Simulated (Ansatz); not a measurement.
# C (R-3m): several responses side by side

Conventional cell: a = 2.459 Å, b = 2.459 Å, c = 10.943 Å, α = 90.00°, β = 90.00°, γ = 120.00°. C (atom 1) has 3 C at 1.42 Å as nearest neighbours.

The structure is one entry of a database and needn't be the stable phase. Ansatz runs use the cell relaxed by PAW under their functional.

How stiff is it? (PBEsol, all-electron LAPW in Ansatz 0.2.0, scalar-relativistic; a = 2.459, c = 10.943 Å; k mesh 10×10×10, strains of ±0.003, fixed occupations, basis error target 1 meV/atom)

Elastic moduli (Hill averages, relaxed ions; θ_D from sound speeds over directions): B = 133 GPa, G = 103 GPa, C11 = 982 GPa, C33 = 8.8 GPa, C44 = 2.1 GPa, ν = 0.194, θ_D = 255 K.

How does it vibrate? (PBEsol, all-electron LAPW in Ansatz 0.2.0, scalar-relativistic; a = 2.459, c = 10.810 Å; k mesh 10×10×10, fixed occupations, basis error target 1 meV/atom; q mesh 2×2×2)

Harmonic phonons by finite displacements (negative means unstable): highest mode = 1588 cm⁻¹, lowest at L = 471 cm⁻¹, lowest at F = 475 cm⁻¹, lowest at T = 27.2 cm⁻¹, lowest optical at Γ = 873 cm⁻¹, highest at Γ = 1586 cm⁻¹.

How does it screen a field? (PBEsol, PAW on Ansatz 0.2.0's default frozen-core files (fitted under PBE), scalar-relativistic; a = 2.459, c = 10.810 Å; k mesh 10×10×10, fixed occupations, cutoff 420 eV)

Dielectric response and Born charges by linear response (direction means): ε∞ = 54.42, largest |Z*| = 0.00 e, ε₀ = 54.4.

Caveats: no dispersion correction, so the spacing and stiffness between layers or molecules are poor; frozen-core PAW files fitted under PBE, their cores solved anew for the functional of the run (field response); zone-boundary modes aren't tested (field response); field response not resolved by the mesh (field response); semilocal gaps are low, so ε∞ comes out large.
